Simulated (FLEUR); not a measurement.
A run of FLEUR MaX-R8.1 (later development tree) is set up as follows.

inp.xml

```xml
<?xml version="1.0" encoding="UTF-8" standalone="no"?>
<fleurInput fleurInputVersion="0.39">
   <comment>
      CuO                                                                                                 
   </comment>
   <calculationSetup>
      <cutoffs Kmax="5.16" Gmax="16.0" GmaxXC="16.0" numbands="0"/>
      <scfLoop itmax="100" minDistance="0.0002" maxIterBroyd="50" imix="Anderson" alpha="0.05" precondParam="0.0" spinf="2.0" sdNocoIR="T"/>
      <coreElectrons ctail="T" frcor="F" kcrel="0" coretail_lmax="0"/>
      <xcFunctional name="PBEs" relativisticCorrections="F"/>
      <magnetism jspins="1"/>
      <soc l_soc="F" theta="0.0" phi="0.0" spav="F"/>
      <expertModes spex="0" secvar="F"/>
      <geometryOptimization l_f="F" forcealpha="1.0" forcemix="BFGS" epsdisp="0.00001" epsforce="0.00001"/>
      <ldaU l_linMix="F" mixParam="0.05" spinf="1.0"/>
   </calculationSetup>
   <cell>
      <bzIntegration valenceElectrons="50.0" mode="hist" fermiSmearingEnergy="0.00183747">
         <kPointListSelection listName="default-1"/>
         <!-- k-points included here -->
         <xi:include xmlns:xi="http://www.w3.org/2001/XInclude" href="kpts.xml"> </xi:include>
      </bzIntegration>
      <!-- symmetry operations included here -->
      <xi:include xmlns:xi="http://www.w3.org/2001/XInclude" href="sym.xml"> </xi:include>
      <bulkLattice scale="1.0">
         <bravaisMatrix>
            <row-1>    5.4414681972927115     0.0000000000000000     0.0000000000000000</row-1>
            <row-2>    0.0738368115527736     5.4410496526248124     0.0000000000000000</row-2>
            <row-3>    0.0330614885510789     0.0325881395578954     9.7818634148972290</row-3>
         </bravaisMatrix>
      </bulkLattice>
   </cell>
   <atomSpecies>
      <species name="Copper (Cu)" element="Cu" atomicNumber="29">
         <mtSphere radius="1.9" gridPoints="635" logIncrement="0.019"/>
         <atomicCutoffs lmax="8" lnonsphr="8"/>
         <electronConfig flipSpins="F">
            <coreConfig>(1s1/2) (2s1/2) (2p1/2) (2p3/2)</coreConfig>
            <valenceConfig>(3s1/2) (3p1/2) (3p3/2) (4s1/2) (3d3/2) (3d5/2)</valenceConfig>
            <stateOccupation state="(4s1/2)" spinUp="0.500000" spinDown="0.500000"/>
         </electronConfig>
         <energyParameters s="4" p="4" d="3" f="4"/>
         <ldaU l="2" U="2" J="0.0" l_amf="F"/>
         <lo type="SCLO" l="0" n="3" eDeriv="0"/>
         <lo type="SCLO" l="1" n="3" eDeriv="0"/>
         <lo type="SCLO" l="1" n="3" eDeriv="1"/>
         <lo type="SCLO" l="3" n="4" eDeriv="2"/>
      </species>
      <species name="Oxygen (O)" element="O" atomicNumber="8">
         <mtSphere radius="1.45" gridPoints="487" logIncrement="0.022"/>
         <atomicCutoffs lmax="8" lnonsphr="8"/>
         <electronConfig flipSpins="F">
            <coreConfig>(1s1/2)</coreConfig>
            <valenceConfig>(2s1/2) (2p1/2) (2p3/2)</valenceConfig>
            <stateOccupation state="(2p1/2)" spinUp="0.666667" spinDown="0.666667"/>
            <stateOccupation state="(2p3/2)" spinUp="1.333333" spinDown="1.333333"/>
         </electronConfig>
         <energyParameters s="2" p="2" d="3" f="4"/>
         <lo type="SCLO" l="0" n="2" eDeriv="2"/>
         <lo type="SCLO" l="1" n="2" eDeriv="2"/>
         <lo type="SCLO" l="2" n="3" eDeriv="2"/>
      </species>
   </atomSpecies>
   <atomGroups>
      <atomGroup species="Copper (Cu)">
         <relPos label="                   1">.0000000000 1.000/2.000 .0000000000</relPos>
         <force calculate="T" relaxXYZ="TTT"/>
      </atomGroup>
      <atomGroup species="Copper (Cu)">
         <relPos label="                   2">1.000/2.000 .0000000000 1.000/2.000</relPos>
         <force calculate="T" relaxXYZ="TTT"/>
      </atomGroup>
      <atomGroup species="Oxygen (O)">
         <relPos label="                   3">-.0015760300 .0016717800 -.2501129000</relPos>
         <relPos label="                   4">.0015760300 -.0016717800 .2501129000</relPos>
         <force calculate="T" relaxXYZ="TTT"/>
      </atomGroup>
   </atomGroups>
   <output dos="F" band="F" slice="F">
      <checks vchk="F" cdinf="F"/>
      <bandDOS minEnergy="-.5*Htr" maxEnergy="0.5*Htr" sigma="0.015" storeEVData="T"/>
      <vacuumDOS vacdos="F" integ="F" star="F" nstars="0" locx1="0.0" locy1="0.0" locx2="0.0" locy2="0.0" nstm="0" tworkf="0.0"/>
      <unfoldingBand unfoldBand="F" supercellX="1" supercellY="1" supercellZ="1"/>
      <plotting iplot="0" polar="F">
         <plot TwoD="T" vec1="  1.0  0.0  0.0" vec2="  0.0  1.0  0.0" vec3="  0.0  0.0  1.0" zero="  0.0  0.0  0.0" file="plot"/>
      </plotting>
      <chargeDensitySlicing numkpt="0" minEigenval="0.0" maxEigenval="0.0" nnne="0" pallst="F"/>
      <specialOutput eonly="F"/>
      <moessbauerParams electricFieldGradient="T" isomerShift="T" coreHyperfine="T" valenceHyperfine="T"/>
      <magneticCircularDichroism mcd="F" energyLo="-10.0" energyUp="0.0"/>
   </output>
  <!-- We include the file relax.xml here to enable relaxations (see documentation) -->
  <xi:include xmlns:xi="http://www.w3.org/2001/XInclude" href="relax.xml"> <xi:fallback/> </xi:include>
</fleurInput>
```

File crystal.txt:

```
CuO
&input cartesian=F /
2.8795009639  0.0000000000  0.0000000000
0.0390727580  2.8792794796  0.0000000000
0.0174953863  0.0172449008  5.1763391994
1.8897261246
1.0 1.0 1.0

4
29 0.0000000000  0.5000000000  0.0000000000
29 0.5000000000  0.0000000000  0.5000000000
8 0.9984239700  0.0016717800  0.7498871000
8 0.0015760300  0.9983282200  0.2501129000

&kpt div1=7 div2=7 div3=4 gamma=T /
```

Potentials or basis: all-electron, FLAPW.

The run is started by

```sh
$ inpgen -f crystal.txt -profile fastHighL
$ # inp.xml edited to the form shown
$ fleur_MPI
```

(1) Estimate the band gap on the k mesh.

## Answers

(1) none (metal or under the smearing width).

Caveat: the run has no spin polarisation, though such a crystal can be magnetic; U without spin polarisation on a metal has little footing.
